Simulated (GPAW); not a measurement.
N:

```
N
1.0
     5.56052    0.00000    0.00000
     0.00000    5.56052    0.00000
     0.00000    0.00000    5.56052
N
8
Direct
  0.05740 0.44260 0.55740
  0.44260 0.55740 0.05740
  0.55740 0.05740 0.44260
  0.94260 0.94260 0.94260
  0.94260 0.55740 0.44260
  0.55740 0.44260 0.94260
  0.44260 0.94260 0.55740
  0.05740 0.05740 0.05740
```

Base run:

```yaml
Program: GPAW 26.7.0
Functional: PBE
Potentials_or_basis: GPAW PAW data sets (gpaw-data 1.2.1)
Cutoff: 800 eV
Basis: pw
k_mesh: 4 × 4 × 4
Occupations: fermi-dirac, width 0.05 eV
Spin: no spin polarisation
```

Its results: band gap on the k mesh 7.28 eV, indirect (least direct gap 7.31 eV); pressure -0.7 GPa; largest force 0.601 eV/Å.

The run is repeated on the same cell with these changes: functional from PBE to PBEsol; potentials or basis from GPAW PAW data sets (gpaw-data 1.2.1) to PAW data sets generated in the run's folder for this functional. What comes out?

Band gap on the k mesh 7.24 eV, indirect (least direct gap 7.27 eV); pressure -1.2 GPa; largest force 0.801 eV/Å.

Not every run made on this cell is shown here.
